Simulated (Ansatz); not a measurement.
# C in Ansatz: a series of runs

The runs below take C through single point, equation of state, with LDA.

All numbers are computed with Ansatz 0.2.0; they aren't measurements. Logs are shortened: lines on timing, memory, paths and dates and some standing lists are left out, and cuts for length are marked.

**1. The structure**

The cell holds a slab with vacuum, 4 atoms: a = 2.456 Å, b = 2.456 Å, c = 24.134 Å, α = 90.00°, β = 90.00°, γ = 120.00°.

**2. Single point, LDA, 29.63 Å³/atom (volume scaled by 0.94)**

Contents of input.yaml:

```yaml
crystal:
  lattice:
    - [2.4060863447, 0.0, 0.0]
    - [-1.2030431724, 2.0837318983, 0.0]
    - [0.0, 0.0, 23.6412921296]
  atoms:
    - { symbol: C, position: [0.6666666667, 0.3333333333, 0.57047544] }
    - { symbol: C, position: [0.3333333333, 0.6666666667, 0.42952456] }
    - { symbol: C, position: [0.0, 0.0, 0.42953123] }
    - { symbol: C, position: [0.0, 0.0, 0.57046877] }
kpoints:
  mp_grid: { grid: [12, 12, 2] }
scf:
  occupations: { method: fermi_dirac, width: 0.05 }
hamiltonian:
  xc: lda
  pseudopotentials: { kind: all_electron, lapw: { basis_error: 0.002 } }
output:
  forces: true
  stress: true
  eigenvalues: true
```

Potentials or basis: all-electron LAPW, scalar-relativistic.

The run is started by

```
$ ansatz run input.yaml --threads 2 --pin off --max-ram 6144MiB --backend cpu --events-out ev --progress --plain --runs-dir out
```

Standard output:

```text
Warning: RAYON_NUM_THREADS=2 ignored (pool sized by the plan → 2); use --threads N
LAPW: plane waves up to 11.524 Å⁻¹, error target 2.0e-3 eV per atom; small_component_spin mean_spin; C in spheres of 0.695 Å, 6 of its electrons in bands, Dirac shells [] (how accurate: hamiltonian.pseudopotentials.lapw.basis_error, Limitations)
Engine: ansatz 0.2.0, x86_64-unknown-linux-gnu
Pseudopotentials: kind: all_electron
Pseudopotential: C, LAPW, valence charge 6, lapw/all_electron/scalar/gaussian/C, Koelling and Harmon's equation, gaussian nucleus
Functional definition: SPW92
  exchange = slater_x
  correlation = pw_c
Crystal: 4 atoms, lattice volume = 118.529 Å³
Basis set: ecut = 506.0084639992412 eV, 3129 PW (Γ), exchange–correlation at level 2
Bands: 16, of which v1, the nominal top of the filled ones, is band 12 counted from 1 (11 counted from 0)
Symmetry: 12 space group operations
Space group: P-3m1 (ITA 164), of the structure as read, at distance tolerance 4.9e-5 Å
k-points: 38 of 288
Non-local potential: C, projectors of the file, none
Initial density: superposition of atomic densities (neutral atoms: chi_scale 0, normalization atom)
Initial wavefunctions: plane waves of lowest kinetic energy (no species holds an atomic orbital)
Functional: x = slater, c = lda
iter 1 solved again at ethr=2.68e-2 eV; its pass at ethr=1.00e-1 eV (dr2=6.42e0 eV) is discarded
SCF iter   1: F=—  HF=-4118.961671 eV  |F-HF|=—  |Δ(HF+E_count)|=         —  Δρ=7.74e-2  dr2=6.47e0  ethr=2.68e-2  ⟨swp⟩=2.7  Hψ=4215  notcnv=0
preconditioner: auto → LDOS  [metal: Δε(μ)=0.264 eV  Ē_g=17.105 eV  σ=0.050 eV  W_gap=0.50  n_scr=14 (ndim 8)  ℏωp=13.6 eV  f_vac=0.693  D(μ)=0.28/eV (n_scr^D=4)  β→1.0]
SCF iter   2: F=—  HF=-4116.018621 eV  |F-HF|=—  |Δ(HF+E_count)|=    2.94e0  Δρ=2.84e-2  dr2=7.94e-1  ethr=2.68e-2  ⟨swp⟩=3.8  Hψ=1999  notcnv=0  defer=12
iter 3 solved again at ethr=2.17e-4 eV; its pass at ethr=3.31e-3 eV (dr2=5.21e-2 eV) is discarded
SCF iter   3: F=—  HF=-4115.668557 eV  |F-HF|=—  |Δ(HF+E_count)|=   3.50e-1  Δρ=7.30e-3  dr2=5.25e-2  ethr=2.17e-4  ⟨swp⟩=2.8  Hψ=3334  notcnv=0  defer=9
SCF iter   4: F=—  HF=-4115.651386 eV  |F-HF|=—  |Δ(HF+E_count)|=   1.72e-2  Δρ=1.27e-3  dr2=7.34e-4  ethr=2.17e-4  ⟨swp⟩=3.1  Hψ=1681  notcnv=0  defer=1
SCF iter   5: F=—  HF=-4115.651644 eV  |F-HF|=—  |Δ(HF+E_count)|=   2.57e-4  Δρ=1.86e-4  dr2=5.40e-5  ethr=3.06e-6  ⟨swp⟩=3.0  Hψ=1739  notcnv=0
SCF iter   6: F=—  HF=-4115.651641 eV  |F-HF|=—  |Δ(HF+E_count)|=   2.80e-6  Δρ=4.37e-5  dr2=2.20e-6  ethr=2.25e-7  ⟨swp⟩=3.0  Hψ=1707  notcnv=0
SCF iter   7: F=-4115.651641 eV  HF=-4115.651641 eV  |F-HF|=9.05e-8  |Δ(HF+E_count)|=   1.43e-7  Δρ=7.44e-6  dr2=1.93e-8  ethr=9.18e-9  ⟨swp⟩=3.0  Hψ=1610  notcnv=0
SCF 1 converged in 7 iterations: F = -4115.651641 eV  dr2 = 1.93e-8
SCF converged after 7 iterations
Free energy (F): -4115.651641 eV
Harris-Foulkes:  -4115.651641 eV  (|F-HF|=9.05e-8)
Internal energy: -4115.649695 eV  (E = F + TS)
E sigma→0 (E₀):  -4115.650668 eV
Entropy (-TS):   -0.001946 eV (-0.486 meV/atom)
Fermi energy:    -1.006444 eV
--- Per-component energies (eV) ---
  E_band       = -2275.235971
  E_kinetic    = 4100.459836
  E_xc         = -557.491305
  E_electrostatic = -7658.618227  (all electrons and nuclei)
  E_smearing   = -0.001946  (= −TS)
  E_closure    = 0.000000  (closes the sum)
  E_atoms      = -4075.241793  (free atoms, spherical and without spin; not in F)
  Σ components = -4115.651641   (vs F -4115.651641, Δ=0.00e0)
  Basis errors (estimates in eV, not in F): energy 1.4e-3 per atom: plane waves 1.3e-3 (8.6e-4 summed), levels above the bands 9.8e-51, relativity 1.2e-8, radial functions 3.5e-5, core shells 0.0e0; eigenvalues (radial functions only) 4.2e-6; not estimated: angular momenta, meshes, grids; target (lapw.basis_error) 2.0e-3; muffin-tin radii C 0.695 Å
--- Forces (eV/Å), atoms counted from 1 ---
  atom   1  C     -0.00000000    -0.00000000     0.00446870
  atom   2  C      0.00000000     0.00000000    -0.00446870
  atom   3  C     -0.00000000    -0.00000000     0.01788349
  atom   4  C      0.00000000     0.00000000    -0.01788349
  max |Σ_I F_I| component: 1.48e-16 eV/Å
--- Stress (GPa, compression-positive) ---
        6.324988      -0.000000       0.000000
       -0.000000       6.324988       0.000000
        0.000000       0.000000      -0.063548
  P = ⅓ Tr σ = 4.1955 GPa (41.955 kbar)
--- Band table (eV; the first three rows and the last of 38) ---
  k-point 0: bands = ["-263.7675", "-263.7675", "-263.7257", "-263.7257", "-20.9579", "-20.7944", "-9.6422", "-8.6145", "-3.9907", "-3.9907", "-3.9819", "-3.9819", "2.2950", "2.8253", "3.4922", "4.1853"]
  k-point 1: bands = ["-263.7675", "-263.7675", "-263.7257", "-263.7257", "-20.9579", "-20.7944", "-9.6422", "-8.6145", "-3.9906", "-3.9906", "-3.9819", "-3.9819", "2.2961", "2.8149", "3.5792", "3.9342"]
  k-point 2: bands = ["-263.7670", "-263.7670", "-263.7262", "-263.7262", "-20.7870", "-20.6253", "-9.4311", "-8.4098", "-4.6487", "-4.6324", "-4.3578", "-4.3441", "2.5232", "3.0588", "3.7313", "4.4229"]
  k-point 37: bands = ["-263.7563", "-263.7563", "-263.7369", "-263.7369", "-13.6361", "-13.5843", "-13.5843", "-13.5368", "-12.1194", "-12.1194", "-1.3465", "-1.0065", "-1.0065", "-0.6439", "9.4164", "9.4164"]
```

It took 16 s on 2 threads of Intel Xeon Platinum 8375C at 2.90GHz (Ice Lake), shared host; peak memory 0.92 GiB.

Results:

```yaml
Free_energy: -4115.6516 eV
Largest_force: 0.018 eV/Å
Band_gap_on_the_k_mesh: none (metal or under the smearing width)
```

**3. Single point, LDA, 30.26 Å³/atom (volume scaled by 0.96)**

input.yaml: that of step 2 with these lines changed.

```diff
@@ -2,5 +2,5 @@
   lattice:
-    - [2.4060863447, 0.0, 0.0]
-    - [-1.2030431724, 2.0837318983, 0.0]
-    - [0.0, 0.0, 23.6412921296]
+    - [2.423031173, 0.0, 0.0]
+    - [-1.2115155865, 2.09840655, 0.0]
+    - [0.0, 0.0, 23.8077855878]
   atoms:
```

Potentials or basis: all-electron LAPW, scalar-relativistic.

The run is started by

```
$ ansatz run input.yaml --threads 2 --pin off --max-ram 6144MiB --backend cpu --events-out ev --progress --plain --runs-dir out
```

It took 23 s on 2 threads of Intel Xeon Platinum 8375C at 2.90GHz (Ice Lake), shared host; peak memory 0.92 GiB.

The run converged. Its results:

| Property | Result |
| --- | --- |
| Free energy | -4115.7022 eV |
| Largest force | 0.020 eV/Å |
| Band gap on the k mesh | none (metal or under the smearing width) |

**4. Single point, LDA, 30.89 Å³/atom (volume scaled by 0.98)**

input.yaml: that of step 3 with these lines changed.

```diff
@@ -2,5 +2,5 @@
   lattice:
-    - [2.423031173, 0.0, 0.0]
-    - [-1.2115155865, 2.09840655, 0.0]
-    - [0.0, 0.0, 23.8077855878]
+    - [2.4397422609, 0.0, 0.0]
+    - [-1.2198711305, 2.1128787767, 0.0]
+    - [0.0, 0.0, 23.9719824012]
   atoms:
```

The run is started by

```
$ ansatz run input.yaml --threads 2 --pin off --max-ram 6144MiB --backend cpu --events-out ev --progress --plain --runs-dir out
```

Run time: 20 s. Hardware: 2 threads of Intel Xeon Platinum 8375C at 2.90GHz (Ice Lake), shared host; peak memory 0.92 GiB.

It converged, with:

| Property | Result |
| --- | --- |
| Free energy | -4115.7238 eV |
| Largest force | 0.022 eV/Å |
| Band gap on the k mesh | none (metal or under the smearing width) |

**5. Single point, LDA, 31.52 Å³/atom**

input.yaml: that of step 4 with these lines changed.

```diff
@@ -2,5 +2,5 @@
   lattice:
-    - [2.4397422609, 0.0, 0.0]
-    - [-1.2198711305, 2.1128787767, 0.0]
-    - [0.0, 0.0, 23.9719824012]
+    - [2.456227506, 0.0, 0.0]
+    - [-1.228113753, 2.1271554177, 0.0]
+    - [0.0, 0.0, 24.1339601687]
   atoms:
```

The run is started by

```
$ ansatz run input.yaml --threads 2 --pin off --max-ram 6144MiB --backend cpu --events-out ev --progress --plain --runs-dir out
```

Wall time 22 s (2 threads of Intel Xeon Platinum 8375C at 2.90GHz (Ice Lake), shared host); peak memory 0.92 GiB.

It converged, with:

```
Free energy            : -4115.7188 eV
Largest force          : 0.023 eV/Å
Band gap on the k mesh : none (metal or under the smearing width)
```

**6. Single point, LDA, 32.15 Å³/atom (volume scaled by 1.02)**

input.yaml: that of step 5 with these lines changed.

```diff
@@ -2,5 +2,5 @@
   lattice:
-    - [2.456227506, 0.0, 0.0]
-    - [-1.228113753, 2.1271554177, 0.0]
-    - [0.0, 0.0, 24.1339601687]
+    - [2.4724943874, 0.0, 0.0]
+    - [-1.2362471937, 2.1412429502, 0.0]
+    - [0.0, 0.0, 24.2937923774]
   atoms:
```

Potentials or basis: all-electron LAPW, scalar-relativistic.

The run is started by

```
$ ansatz run input.yaml --threads 2 --pin off --max-ram 6144MiB --backend cpu --events-out ev --progress --plain --runs-dir out
```

Wall time 21 s (2 threads of Intel Xeon Platinum 8375C at 2.90GHz (Ice Lake), shared host); peak memory 0.92 GiB.

It converged, with:

```
Free energy            : -4115.6897 eV
Largest force          : 0.024 eV/Å
Band gap on the k mesh : none (metal or under the smearing width)
```

**7. Single point, LDA, 32.78 Å³/atom (volume scaled by 1.04)**

input.yaml: that of step 6 with these lines changed.

```diff
@@ -2,5 +2,5 @@
   lattice:
-    - [2.4724943874, 0.0, 0.0]
-    - [-1.2362471937, 2.1412429502, 0.0]
-    - [0.0, 0.0, 24.2937923774]
+    - [2.4885499956, 0.0, 0.0]
+    - [-1.2442749978, 2.1551475148, 0.0]
+    - [0.0, 0.0, 24.4515486963]
   atoms:
```

The run is started by

```
$ ansatz run input.yaml --threads 2 --pin off --max-ram 6144MiB --backend cpu --events-out ev --progress --plain --runs-dir out
```

It took 19 s on 2 threads of Intel Xeon Platinum 8375C at 2.90GHz (Ice Lake), shared host; peak memory 0.92 GiB.

Results (log left out):

- Free energy: -4115.6385 eV
- Largest force: 0.025 eV/Å
- Band gap on the k mesh: none (metal or under the smearing width)

**8. Single point, LDA, 33.42 Å³/atom (volume scaled by 1.06)**

input.yaml: that of step 7 with these lines changed.

```diff
@@ -2,5 +2,5 @@
   lattice:
-    - [2.4885499956, 0.0, 0.0]
-    - [-1.2442749978, 2.1551475148, 0.0]
-    - [0.0, 0.0, 24.4515486963]
+    - [2.5044010599, 0.0, 0.0]
+    - [-1.25220053, 2.1688749392, 0.0]
+    - [0.0, 0.0, 24.6072952438]
   atoms:
```

The run is started by

```
$ ansatz run input.yaml --threads 2 --pin off --max-ram 6144MiB --backend cpu --events-out ev --progress --plain --runs-dir out
```

It took 19 s on 2 threads of Intel Xeon Platinum 8375C at 2.90GHz (Ice Lake), shared host; peak memory 0.92 GiB.

The run converged. Its results:

```
Free energy            : -4115.5672 eV
Largest force          : 0.026 eV/Å
Band gap on the k mesh : none (metal or under the smearing width)
```

**9. Equation of state, LDA**

Potentials or basis: all-electron LAPW, scalar-relativistic.

No new run: the results of the series are fitted here.

Results:

| Quantity | Value |
| --- | --- |
| Equilibrium volume | 31.08 Å³/atom |
| Bulk modulus at fixed shape and positions | 81 GPa |
| Pressure derivative of the bulk modulus | 3.5 |

Energy against volume, from the lowest point:
```
volume (Å³/atom)  energy (meV/atom)
          29.632              18.03
          30.263               5.38
          30.893               0.00
          31.524               1.24
          32.154               8.53
          32.785              21.32
          33.415              39.15
```

Caveat: the cell was scaled at fixed shape and fractional positions, which overstates the stiffness of a crystal with free parameters, most of all of layers and chains.
